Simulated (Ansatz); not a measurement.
**49Ti nuclear quadrupole resonance in Ti3Se4**

Cell: a Materials Project structure (computed, not necessarily an observed phase), taken as it stands.

Space group P6_3/m (No. 176); a = 9.9012, c = 3.5763 Å, γ = 120.00°.

```
site  Wyckoff  site symmetry       x       y       z
  Ti       6h            m..  0.5110  0.6422  0.7500
 Se7       6h            m..  0.6481  0.9512  0.7500
Se13       2c           -6..  0.3333  0.6667  0.2500
```

One atom of each set is listed.

Computed with Ansatz: DFT, r2SCAN, plane waves and PAW (field gradients read without the response of the frozen cores, which leaves them typically 4 to 6 % off), scalar-relativistic, 500 eV cutoff, Γ-centred 4×4×9 k-points, Fermi–Dirac smearing 0.05 eV.

49Ti: I = 7/2, Q = 247.0 mb (year-2017 value). Static lattice, zero field.

(1) At which frequencies do the 49Ti NQR lines lie?

(2) And for ⁴⁷Ti (I = 5/2, Q = 302.0 mb) on Ti?

Results:

(1) For I = 7/2 and η = 0 the lines are |C_Q|/14 times 1, 2 and 3; η shifts the lowest up most. At large η the states mix, and weaker lines appear at sums of the main ones; lines under 5 % of the strongest are left out.

```json
{"site": "Ti", "atoms": "6", "V_zz (10²¹ V/m²)": "2.21", "C_Q (MHz)": "13.2", "η": "0.70", "line frequencies (MHz)": "1.71, 1.95, 2.68, 3.66"}
```

(2) C_Q scales with Q to 16.1 MHz, with lines at 3.46, 4.48, 7.94 MHz.

With no gap above 0.1 eV, as in a metal, the gradients converge slowly in k; expect changes of a tenth or more on a denser mesh.
